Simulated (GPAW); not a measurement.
Here is a GPAW 26.7.0 calculation.

File run.py:

```python
from ase import Atoms
from ase.dft.bandgap import bandgap
from ase.io import write
from ase.units import GPa
from gpaw import GPAW, PW

atoms = Atoms(['Ge', 'Ge'],
              cell=[[1.488052925, -2.59468961, 0.0],
                    [1.488052925, 2.59468961, 0.0],
                    [0.0, 0.0, 4.72759579]],
              scaled_positions=[[0.33344663, 0.66655337, 0.25],
                                [0.66655337, 0.33344663, 0.75]],
              pbc=True)

calc = GPAW(mode=PW(600),
            xc='LDA',
            kpts={'size': (10, 10, 6), 'gamma': True},
            occupations={'name': 'methfessel-paxton', 'order': 0, 'width': 0.1},
            nbands=11,
            convergence={'density': 1e-05, 'energy': 1e-05},
            maxiter=150,
            txt='gpaw.txt')
atoms.calc = calc
energy = atoms.get_potential_energy()
forces = atoms.get_forces()
stress = atoms.get_stress()
calc.write('gs.gpw')
write('result.traj', atoms)
print(f'Energy: {energy:.6f} eV')
print('Forces (eV/A):')
print(forces.round(4))
print('Stress (GPa):', (stress / GPa).round(3))
print('Fermi level:', round(calc.get_fermi_level(), 4), 'eV')
print(f'Gap: {bandgap(calc)[0]:.4f} eV, direct: {bandgap(calc, direct=True)[0]:.4f} eV')
```

Potentials or basis: the program's PAW data sets (release 1.2.1) made for this functional, pw.

Run with:

```console
$ OMP_NUM_THREADS=1 python run.py
```

(1) What does it give for the pressure?

(2) Estimate the band gap on the k mesh.

Results:

(1) -1.5 GPa.

(2) none (metal or under the smearing width).
